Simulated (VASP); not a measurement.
The system is SrCl2.

```
CELL_PARAMETERS angstrom
0.00000 3.48835 3.48835
3.48835 0.00000 3.48835
3.48835 3.48835 0.00000
ATOMIC_POSITIONS crystal
Sr 0.00000 0.00000 0.00000
Cl 0.25000 0.25000 0.25000
Cl 0.75000 0.75000 0.75000
```

* Program: VASP 6.6.1
* Task: relaxation of cell and atoms
* Functional: LDA
* Potentials or basis: VASP PAW LDA potentials, release 64 (Sr_sv, Cl)
* Cutoff: 600 eV
* k mesh: 8 × 8 × 8
* Occupations: gaussian, width 0.03 eV
* Spin: no spin polarisation

At the start: pressure -2.7 GPa; volume 28.30 Å³/atom.

Question: Where does the relaxation end?

Answer: Over 3 steps the energy falls by 17.6 meV/atom and the volume is 26.34 Å³/atom (-6.9 %); space group Fm-3m (No. 225, to 0.05 Å).

The path:
```csv
step,energy change (eV),largest force (eV/Å),pressure (GPa),volume (Å³)
1,0.0000,0.0000,-2.68,84.90
2,-0.0527,0.0000,-0.11,79.21
3,-0.0528,0.0000,-0.01,79.02
```

Final structure:
```xyz
3
Lattice="0.0000 3.4059 3.4059 3.4059 0.0000 3.4059 3.4059 3.4059 0.0000" Properties=species:S:1:pos:R:3 pbc="T T T"
Sr    0.0000    0.0000    0.0000
Cl    1.7030    1.7030    1.7030
Cl    5.1089    5.1089    5.1089
```
